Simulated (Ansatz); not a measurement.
Structure: Ge3N4 (started from an entry of an open crystallographic database), at its r2SCAN minimum. Space group Fd-3m (No. 227), cubic; conventional cell a = 8.215 Å, 9.90 Å³ an atom. Around Ge lie 6 N at 1.99 Å; around Ge lie 4 N at 1.89 Å; around N lie 4 Ge at 1.89–1.99 Å.

```cif
data_structure
_symmetry_space_group_name_H-M 'P 1'
_symmetry_Int_Tables_number 1
_cell_length_a 5.8092
_cell_length_b 5.8092
_cell_length_c 5.8092
_cell_angle_alpha 60.000
_cell_angle_beta 60.000
_cell_angle_gamma 60.000
_cell_volume 138.62
loop_
_atom_site_label
_atom_site_type_symbol
_atom_site_fract_x
_atom_site_fract_y
_atom_site_fract_z
_atom_site_occupancy
Ge1 Ge 0.62500 0.62500 0.62500 1
Ge2 Ge 0.12500 0.62500 0.62500 1
Ge3 Ge 0.62500 0.62500 0.12500 1
Ge4 Ge 0.62500 0.12500 0.62500 1
Ge5 Ge 0.00000 0.00000 0.00000 1
Ge6 Ge 0.25000 0.25000 0.25000 1
N1 N 0.38310 0.38310 0.38310 1
N2 N 0.39929 0.86690 0.86690 1
N3 N 0.38310 0.38310 0.85071 1
N4 N 0.86690 0.39929 0.86690 1
N5 N 0.85071 0.38310 0.38310 1
N6 N 0.86690 0.86690 0.86690 1
N7 N 0.38310 0.85071 0.38310 1
N8 N 0.86690 0.86690 0.39929 1
```

The questions ask for values computed with Ansatz 0.2.0 on this geometry. (Simulation; no magnetic order is allowed.)

Given (6×6×6 mesh): With r2SCAN the valence top lies at K–Γ (0.25 of the way from K) and the conduction bottom at Γ, 2.68 eV higher; the smallest vertical gap, at Γ, is 2.71 eV.

Task: What does PBE+SOC give for the gap (6×6×6 mesh)?

Result: PBE+SOC gives an indirect gap of 2.23 eV, from K–Γ (0.25 of the way from K) to Γ; the least direct gap is 2.25 eV at Γ. Least and direct gap differ so little that the kind isn't settled. The gap differs by -0.45 eV from r2SCAN's.

Task: What does HSE06 give for the gap (4×4×4 mesh)?

Result: With HSE06 the valence top lies at K–Γ (0.25 of the way from K) and the conduction bottom at Γ, 3.44 eV higher; the smallest vertical gap, at Γ, is 3.49 eV. The gap differs by +0.76 eV from r2SCAN's.

Task: Estimate the gap with PBE0 on 4×4×4.

Result: The PBE0 gap is indirect, 4.16 eV (K–Γ (0.25 of the way from K) to Γ), below the direct gap of 4.22 eV at Γ. The gap differs by +1.48 eV from r2SCAN's.

Task: What do these levels agree on?

Result: Direct and least gap lie within 0.04 eV at some levels, so the kind of gap isn't settled.

Only the levels marked +SOC include spin-orbit coupling.

Where an edge lies off the special points, it is a point of the mesh or the k point where a search put PBE's edge or least direct gap, reused for the other functionals, whose own edges may lie a little apart.

The meshes of the hybrids are coarse, so their gaps aren't converged to the digits shown.

PBE's own run along the path (2.26 eV) came before the search for the edges and missed one, so it isn't listed.
